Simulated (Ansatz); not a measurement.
**InP (Fm-3m), stationary points along a deformation path**

These are results of Ansatz 0.2.0, DFT PBE, scalar-relativistic, plane waves, PAW, not measurements. Settings: plane waves to 420 eV, k-mesh 16×16×16 (Γ-centred), Gaussian smearing 0.15 eV. No spin polarisation. Energies are free energies at this smearing, counted from the undisturbed cell; pressure is positive in compression.

Zero of the scan (as given, not relaxed at this level; it stands at -5.3 GPa; this rock-salt form isn't the usual structure):

```
In P
1.0
     0.00000    2.85500    2.85500
     2.85500    0.00000    2.85500
     2.85500    2.85500    0.00000
In P
1 1
Direct
  0.00000 0.00000 0.00000
  0.50000 0.50000 0.50000
```

At fixed volume and fractional coordinates, lengths along (0.000, 0.000, 1.000) are scaled against those across it; ρ is that ratio over its starting value. V = 23.271 Å³/atom. Δσ is the stress along the axis less the mean stress across it (compression positive).

```
    ρ  ΔE (meV/atom)  Δσ (GPa) space group
0.650         1178.1     75.19       I4/mmm
0.707          666.4     51.27       I4/mmm
0.780          290.5     29.17       I4/mmm
0.850          108.0     15.57       I4/mmm
0.920           24.7      6.67       I4/mmm
0.960            5.2      2.83       I4/mmm
1.000            0.0      0.00        Fm-3m
1.050            6.5     -2.71       I4/mmm
1.100           23.5     -4.74       I4/mmm
1.200           78.3     -8.34       I4/mmm
1.300          156.4    -11.74       I4/mmm
1.414          268.0    -16.31       I4/mmm
1.500          375.4    -21.46       I4/mmm
```

Q: How does the stress give the slope of the energy, and where is the energy stationary?

A: Along the path d ln(length) is 2/3 d ln ρ on the axis and −1/3 d ln ρ across it, so dE/d ln ρ = −(2/3) V Δσ: the energy falls with ρ where Δσ is positive. Δσ vanishes or changes sign at ρ = 1.000 (Fm-3m), a minimum at 0.0 meV/atom. Pairs of stationary points between two samples would go unseen, and could change a minimum read from distant neighbours into a maximum. At ρ = 1.000 the cell is cubic, where symmetry alone makes the stress isotropic and the slope zero.

Q: Which shear constant sets the curvature at ρ = 1?

A: For a cubic crystal E/V = (2/3) C (ln ρ)² with C = C′ = (C11 − C12)/2, so Δσ = −2C ln ρ. The parabola of Δσ against ln ρ through ρ = 0.960, 1 and 1.050 gives C ≈ 32 GPa with the ions clamped, rough because the steps are large. It is the stress–strain coefficient at this cell's pressure of -5.3 GPa, not the zero-pressure constant.

Q: Integrate that slope from ρ = 1 to 1.200 by the trapezoid rule.

A: With V/N in Å³ and 1 eV/Å³ = 160.2 GPa the slopes at ρ = 1.000, 1.050, 1.100, 1.200 are 0, 262, 459, 807 meV/atom per unit of ln ρ. The steps add 6.4 + 16.8 + 55.1 = 78.3 meV/atom, against 78.3 from the energies; the trapezoid rule misses the curvature of the slope within each step.

In a metal these slopes depend on the k mesh and the smearing.